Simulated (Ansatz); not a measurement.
## The 2H-WS2 bilayer (2H stacking) between two gates

How does the 2H-WS2 bilayer (2H stacking) take up charge from its gate?

Main program and level: Ansatz 0.2.0; plane-wave DFT, PBE-D3(BJ), Ansatz PAW.

### 1. Starting point

The cell holds 6 atoms: 4 S and 2 W. Cell: a = 3.180 Å, b = 3.180 Å, c = 50.951 Å, α = 90.0°, β = 90.0°, γ = 120.0°. Regions: layer 1: 2H-WS2, 3 atoms (2 S and 1 W); layer 2: 2H-WS2, 3 atoms (2 S and 1 W). Vacuum lies along c.

### 2. Relaxing the slab

The starting cell is a guess, so the in-plane lattice and the atoms are relaxed first, with the slab cut off from its images along the normal.

input.yaml reads:

```yaml
crystal:
  lattice:
    - [3.18, 0.0, 0.0]
    - [-1.59, 2.753960784, 0.0]
    - [0.0, 0.0, 50.9512404664]
  atoms:
    - { symbol: S, position: [0.3333333333, 0.6666666667, 0.4023454544] }
    - { symbol: W, position: [0.0, 0.0, 0.4364527716] }
    - { symbol: S, position: [0.3333333333, 0.6666666667, 0.4705600887] }
    - { symbol: S, position: [0.0, 0.0, 0.5294399113] }
    - { symbol: W, position: [0.3333333333, 0.6666666667, 0.5635472284] }
    - { symbol: S, position: [0.0, 0.0, 0.5976545456] }
  periodic: [true, true, false]
kpoints:
  mp_grid: { grid: [12, 12, 1] }
hamiltonian:
  xc: pbe
  dispersion: d3bj
scf:
  occupations: { method: fermi_dirac, width: 0.05 }
  convergence: { dr2_threshold: 1.0e-09 }
relax:
  f_tol: 0.004
  max_steps: 90
  cell: {}
output:
  write_potential: true
  write_density: true
  volumetric_format: npy
```

Run with:

```console
$ ansatz run input.yaml --threads 4 --pin off --max-ram 16384MiB --backend cpu --events-out ev --progress --plain --runs-dir out
```

Then come: gated layer, added electrons 0, start network; gated layer, added electrons 1×10¹³ per cm²; gated layer, added electrons 3×10¹³ per cm²; gated layer, added electrons 6×10¹³ per cm²; gated layer, added electrons 10×10¹³ per cm²; gated layer, added electrons -1×10¹³ per cm²; gated layer, added electrons -3×10¹³ per cm²; gated layer, added electrons -6×10¹³ per cm²; gated layer, added electrons -10×10¹³ per cm²; the series together; the same run with other settings: scf.mixing.algorithm = "anderson" and scf.mixing.beta = 0.1; A changed input. Settings of the main run: cutoff 420 eV, 54×54×1 k-mesh, Fermi-Dirac occupations, smearing width 0.02585 eV, 2 layers, stack 2H-WS2 bilayer (2H stacking), gates two, alike, added electrons 0, PAW set soft 2, distance from the layer to a gate 5 Å.

Q: Predict the gap with uncharged gates and gate voltage at 10×10¹³ holes per cm².

Putting 10×10¹³ holes per cm² on the layer takes -4.62 V on the gates; how far the Fermi level moves against the bands is taken for single layers without spin and with an even electron count alone. Between the first holes and the first electrons the voltage runs over 2.06 V: the drop across the plates for that charge, plus the way of the Fermi level through the region of the 1.35 eV gap. The zero of the voltage lies where the smearing puts the uncharged Fermi level. Few carriers sample few k-points, so the slopes at the lowest densities depend on the mesh and on the temperature.

```
gap with uncharged gates                    : 1.35 eV
gate voltage at 10×10¹³ holes per cm²       : -4.62 V
gate voltage at 10×10¹³ electrons per cm²   : +4.29 V
total capacitance near 8×10¹³ holes per cm² : 4.02 µF/cm²
```

The gates are charged sheets behind model barriers, not atoms. Spin-orbit coupling is left out, which matters for the bands of elements this heavy.

[Logs are printed without paths, hosts, clocks, repeated set-up lines and the standing remarks that a program may print on its own settings, such as how far it seeks lower states.]

[Hosts, paths, dates, database ids (printed as entryN), source tags and the programs' standing remarks are cut or masked in the printed files.]

[Maps of the electrostatic potential energy from Ansatz leave out the sawtooth potential of an applied field or a dipole correction, so their vacuum need not be flat; planar profiles and work functions include it.]
